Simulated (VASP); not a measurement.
# Te2Pt (P-3m1) in VASP: settings compared, part 2 of 2

VASP 6.6.1.

### 3 Single point, HSE06

The input, POSCAR:

```
Te2Pt
1.0
    4.0381770487      0.0000000000      0.0000000000
   -2.0190885243      3.4971639092      0.0000000000
    0.0000000000      0.0000000000      5.3109615831
Pt Te
1 2
Direct
    0.0000000000      0.0000000000      0.0000000000
    0.3333333333      0.6666666667      0.2568463252
    0.6666666667      0.3333333333      0.7431536748
```

The input, INCAR.step1:

```
SYSTEM = Te2Pt
PREC = Accurate ; ENCUT = 520
EDIFF = 1E-5 ; ISMEAR = -1
SIGMA = 0.02 ; LREAL = .False.
LASPH = .True. ; NELM = 100
ALGO = Normal ; ISIF = 2
LWAVE = .True. ; LCHARG = .False.
NBANDS = 18 ; GGA = PE
```

The input, INCAR.step2:

```
SYSTEM = Te2Pt
PREC = Accurate ; ENCUT = 520
EDIFF = 1E-6 ; ISMEAR = -1
SIGMA = 0.02 ; LREAL = .False.
LASPH = .True. ; NELM = 100
ALGO = Normal ; ISIF = 2
LWAVE = .False. ; LCHARG = .False.
GGA = PE ; LHFCALC = .True.
HFSCREEN = 0.2079 ; PRECFOCK = Normal
NBANDS = 18 ; ISTART = 1
```

The input, KPOINTS:

```
regular mesh
0
Gamma
  6 6 2
  0 0 0
```

Potentials or basis: VASP PAW PBE potentials, release 64 (Pt, Te).

Launch:

```bash
> cat potpaw_PBE.64/Pt/POTCAR potpaw_PBE.64/Te/POTCAR > POTCAR
> cp INCAR.step1 INCAR
> mpirun -np 1 vasp_std > vasp.out
> cp INCAR.step2 INCAR
> mpirun -np 1 vasp_std > vasp.out
```

It took 29 min on 1 thread of Intel Xeon Platinum 8488C (Sapphire Rapids), shared host; peak memory 0.31 GiB.

It converged, with:

* Free energy: -16.3445 eV
* Pressure: -0.9 GPa
* Largest force: 0.319 eV/Å
* Band gap on the k mesh: none (metal or under the smearing width)

Forces in eV/Å, atoms in the order of the input:
```
Pt   0.000  0.000  0.000
Te   0.000  0.000 -0.319
Te   0.000  0.000  0.319
```

Levels at points of the mesh, in eV from the Fermi level:
```csv
k point,band 9,band 10,band 11,band 12,band 13,band 14
"(0.00, 0.00, 0.00)",-0.52,-0.52,1.36,1.36,1.72,3.27
"(0.50, 0.00, 0.00)",-3.77,-3.65,-3.31,0.46,2.98,4.38
"(0.00, 0.00, 0.50)",-1.67,-1.18,-1.18,2.63,2.63,4.66
"(0.50, 0.00, 0.50)",-3.95,-2.62,-0.85,0.80,1.78,4.81
```

Caveat: the k mesh is coarse (spacing up to 0.59 Å⁻¹), so the values aren't converged, least of all with exact exchange; the PAW data sets were made with another functional, which shifts forces and pressure a little. The run has no spin-orbit coupling, so splittings on Pt, Te are missing.

### 4 Single point, PBEsol

The input, INCAR:

```
  ALGO = Fast
  EDIFF = 1E-7
  ENCUT = 520
  GGA = PS
  ISIF = 2
  ISMEAR = 0
  LASPH = T
  LCHARG = F
  LREAL = F
  LWAVE = F
  NBANDS = 18
  NELM = 100
  PREC = Accurate
  SIGMA = 0.5
```

The input, KPOINTS:

```
k-points
0
Gamma
  6 6 4
```

POSCAR is that of step 3.

Potentials or basis: VASP PAW PBE potentials, release 64 (Pt, Te).

Launch:

```bash
> cat potpaw_PBE.64/Pt/POTCAR potpaw_PBE.64/Te/POTCAR > POTCAR
> mpirun -np 1 vasp_std > vasp.out
```

OUTCAR:

```text
EDIFF = 1E-7
   ENCUT = 520
   GGA = PS
   ISIF = 2
   ISMEAR = 0
   LASPH = T
   LREAL = F
   NELM = 100
   PREC = Accurate

 ion  position               nearest neighbor table
   1  0.000  0.000  0.000-   2 2.70   3 2.70   3 2.70   2 2.70   3 2.70   2 2.70
   2  0.333  0.667  0.257-   1 2.70   1 2.70   1 2.70   3 3.48   3 3.48   3 3.48   3 3.59   3 3.59
                             3 3.59
   3  0.667  0.333  0.743-   1 2.70   1 2.70   1 2.70   2 3.48   2 3.48   2 3.48   2 3.59   2 3.59
                             2 3.59

  LATTYP: Found a hexagonal cell.
[... 698 lines left out ...]

  FORCE on cell =-STRESS in cart. coord.  units (eV):
  Direction    XX          YY          ZZ          XY          YZ          ZX
  --------------------------------------------------------------------------------------
  -------------------------------------------------------------------------------------
  Total       -0.4778427     -0.4778427     -0.7967406     -0.0000000      0.0000000     -0.0000000
  in kB      -10.2075379    -10.2075379    -17.0197435     -0.0000000      0.0000000     -0.0000000
  external PRESSURE =     -12.4782731 kB  Pullay stress =       0.0000000 kB

 VOLUME and BASIS-vectors are now :
 -----------------------------------------------------------------------------
  energy-cutoff  :      520.00
  volume of cell :       75.00
      direct lattice vectors                 reciprocal lattice vectors
     4.038177049  0.000000000  0.000000000     0.247636492  0.142972996  0.000000000
    -2.019088524  3.497163909  0.000000000     0.000000000  0.285945991  0.000000000
     0.000000000  0.000000000  5.310961583     0.000000000  0.000000000  0.188289820

 POSITION                                       TOTAL-FORCE (eV/Angst)
 -----------------------------------------------------------------------------------
      0.00000      0.00000      0.00000        -0.000000      0.000000      0.000000
     -0.00000      2.33144      1.36410         0.000000     -0.000000     -0.010906
      2.01909      1.16572      3.94686        -0.000000      0.000000      0.010906
 -----------------------------------------------------------------------------------
    total drift:                               -0.000000      0.000000      0.000000

  FREE ENERGIE OF THE ION-ELECTRON SYSTEM (eV)
  ---------------------------------------------------
  free  energy   TOTEN  =       -15.3223045597 eV

  energy  without entropy=      -15.1734506697  energy(sigma->0) =      -15.24787761
```

Wall time 34 s (1 thread of Intel Xeon Platinum 8488C (Sapphire Rapids), shared host); peak memory 0.19 GiB.

What came out:

| Property | Result |
| --- | --- |
| Free energy | -15.3223 eV |
| Pressure | -1.2 GPa |
| Largest force | 0.011 eV/Å |
| Band gap on the k mesh | none (metal or under the smearing width) |

Forces in eV/Å, atoms in the order of the input:
```
Pt   0.000  0.000  0.000
Te   0.000  0.000 -0.011
Te   0.000  0.000  0.011
```

Caveat: the PAW data sets were made with another functional, which shifts forces and pressure a little. The run has no spin-orbit coupling, so splittings on Pt, Te are missing.

### 5 Summary

| level | k mesh | smearing | exchange at q = 0 | grid for exact exchange (PRECFOCK) | screening parameter | mesh quality | gap on the mesh (eV) | pressure (GPa) | largest force (eV/Å) |
| --- | --- | --- | --- | --- | --- | --- | --- | --- | --- |
| PBEsol | 6 × 6 × 4 | fermi-dirac 0.02 eV | - | - | - | not flagged | none | -1.4 | 0.05 |
| HSE06 | 6 × 6 × 2 | fermi-dirac 0.02 eV | truncated | Normal | 0.2079 1/A | coarse | none | -0.9 | 0.32 |
| PBEsol | 6 × 6 × 4 | gaussian 0.5 eV | - | - | - | not flagged | none | -1.2 | 0.01 |

Alike in all rows: task single point; potentials or basis VASP PAW PBE potentials, release 64 (Pt, Te); no spin polarisation; cell as given; cutoff (eV) 520.

Caveats: some runs use coarse meshes; the PAW data sets were made with another functional, which shifts forces and pressure a little.

Total energies depend on the potentials used, so only differences within one code and one set of settings carry meaning.
